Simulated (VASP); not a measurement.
Write the native input for VASP 6.6.1 that does the following.

- Task: electric field gradients
- Functional: PBE
- Potentials or basis: VASP PAW PBE potentials, release 64 (Ga_d)
- Cutoff: 520 eV
- k mesh: 16 × 16 × 16
- Occupations: fermi-dirac, width 0.03 eV
- Spin: no spin polarisation
- Dipole correction: no
- Further INCAR settings: ALGO = Normal; EDIFF = 1e-08; NBANDS = 12

The structure of Ga lies in POSCAR:

```
Ga
1.0
   -1.4040000000      1.4040000000      2.2290000000
    1.4040000000     -1.4040000000      2.2290000000
    1.4040000000      1.4040000000     -2.2290000000
Ga
1
Direct
    0.0000000000      0.0000000000      0.0000000000
```

This isn't the form of Ga at room conditions, which is orthorhombic.

One way to write it, as run:

INCAR

```
SYSTEM = Ga
PREC = Accurate
ENCUT = 520
EDIFF = 1E-8
ISMEAR = -1
SIGMA = 0.03
LREAL = .False.
LASPH = .True.
NELM = 100
ALGO = Normal
ISIF = 2
LWAVE = .False.
LCHARG = .False.
GGA = PE
LEFG = .True.
NBANDS = 12
```

KPOINTS

```
regular mesh
0
Gamma
  16 16 16
  0 0 0
```

Potentials or basis: VASP PAW PBE potentials, release 64 (Ga_d).

Launch:

```console
$ cat potpaw_PBE.64/Ga_d/POTCAR > POTCAR
$ mpirun -np 1 vasp_std > vasp.out
```

It gave:

```json
{"Pressure": "4.6 GPa", "Band gap on the k mesh": "none (metal or under the smearing width)"}
```

Run time: 41 s on 1 thread of Intel(R) Xeon(R) Platinum 8259CL CPU @ 2.50GHz (Skylake/Cascade Lake) (shared host), peak memory 0.19 GiB.
